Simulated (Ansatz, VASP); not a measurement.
## HfN in VASP and in Ansatz

File POSCAR:

```
HfN
1.0
    3.4332100000      0.0000000000      0.0000000000
   -1.7166000000      2.9732400000      0.0000000000
    0.0000000000      0.0000000000      3.9698200000
Hf N
1 1
Direct
    0.0000000000      0.0000000000      0.5000000000
    0.0000000000      0.0000000000      0.0000000000
```

INCAR.step1

```
SYSTEM = HfN
ALGO     = Normal         ! electronic algorithm
EDIFF    = 1E-5           ! SCF threshold, eV
ENCUT    = 520            ! plane-wave cutoff, eV
GGA      = PE             ! functional
ISIF     = 2              ! what is computed and relaxed
ISMEAR   = -1             ! smearing method
LASPH    = .TRUE.         ! aspherical terms in the spheres
LCHARG   = .FALSE.        ! write CHGCAR
LREAL    = .FALSE.        ! projectors in reciprocal space
LWAVE    = .TRUE.         ! write WAVECAR
NBANDS   = 14             ! bands
NELM     = 100            ! most SCF steps
PREC     = Accurate       ! precision mode
SIGMA    = 0.05           ! smearing width, eV
```

Contents of INCAR.step2:

```
SYSTEM = HfN
AEXX     = 0.4            ! exact-exchange fraction
ALGO     = Normal         ! electronic algorithm
EDIFF    = 1E-6           ! SCF threshold, eV
ENCUT    = 520            ! plane-wave cutoff, eV
GGA      = PE             ! functional
HFSCREEN = 0.2            ! screening, 1/A
ISIF     = 2              ! what is computed and relaxed
ISMEAR   = -1             ! smearing method
ISTART   = 1            
LASPH    = .TRUE.         ! aspherical terms in the spheres
LCHARG   = .FALSE.        ! write CHGCAR
LHFCALC  = .TRUE.         ! exact exchange
LREAL    = .FALSE.        ! projectors in reciprocal space
LWAVE    = .FALSE.        ! write WAVECAR
NBANDS   = 14             ! bands
NELM     = 100            ! most SCF steps
PREC     = Accurate       ! precision mode
PRECFOCK = Fast         
SIGMA    = 0.05           ! smearing width, eV
```

Contents of KPOINTS:

```
k-points
0
G
  5 5 4
  0 0 0
```

The input input.yaml:

```yaml
crystal:
  lattice:
    - [3.43321, 0.0, 0.0]
    - [-1.7166, 2.97324, 0.0]
    - [0.0, 0.0, 3.96982]
  atoms:
    - { symbol: Hf, position: [0.0, 0.0, 0.5] }
    - { symbol: "N", position: [0.0, 0.0, 0.0] }
hamiltonian:
  xc: { exchange: pbe, correlation: pbe, exx: { coeff: 0.4, omega: 0.2 } }
  pseudopotentials: { kind: paw }
kpoints:
  mp_grid: { grid: [5, 5, 4] }
scf:
  occupations: { method: fermi_dirac, width: 0.05 }
output:
  forces: true
  stress: true
  eigenvalues: true
  write_density: true
  write_potential: true
  elf: true
  volumetric_format: npy
```

The cell was built by a generator and needn't be a form met in nature.

Alike in both runs: task single point; functional HSE(alpha, omega); k mesh 5 × 5 × 4; occupations fermi-dirac, width 0.05 eV; no spin polarisation.

|  | VASP | Ansatz |
| --- | --- | --- |
| version | VASP 6.6.1 | Ansatz 0.2.0 |
| potentials or method | VASP PAW PBE potentials, release 64 (Hf_pv, N) | Ansatz PAW |
| plane-wave cutoff (eV) | 520 | 420 |
| valence electrons in the cell | 15 | 31 |

Ansatz gave:

* gap on the k mesh at the Fermi level (eV): none
* pressure (GPa): 3.9
* largest component of the traceless stress (GPa): 1.47

Q: Estimate VASP's values.

A: gap on the k mesh at the Fermi level (eV): none; pressure (GPa): 2.2; largest component of the traceless stress (GPa): 0.41.

A gap of «none» marks a metal or a gap that the smearing closes. The functional is the same, so the differences come from potentials, cutoffs and numerics. The two sets of potentials don't hold the same shells in valence.

Caveats: the k mesh is coarse (spacing up to 0.42 Å⁻¹), so the values aren't converged, least of all with exact exchange; the PAW data sets were made with another functional, which shifts forces and pressure a little (VASP); the PAW data sets come from PBE, with cores solved anew for the run's functional, which leaves a small shift of forces and pressure (Ansatz); the thresholds are loose for stress (Ansatz). Spin-orbit coupling is left out, which matters for the levels of Hf.
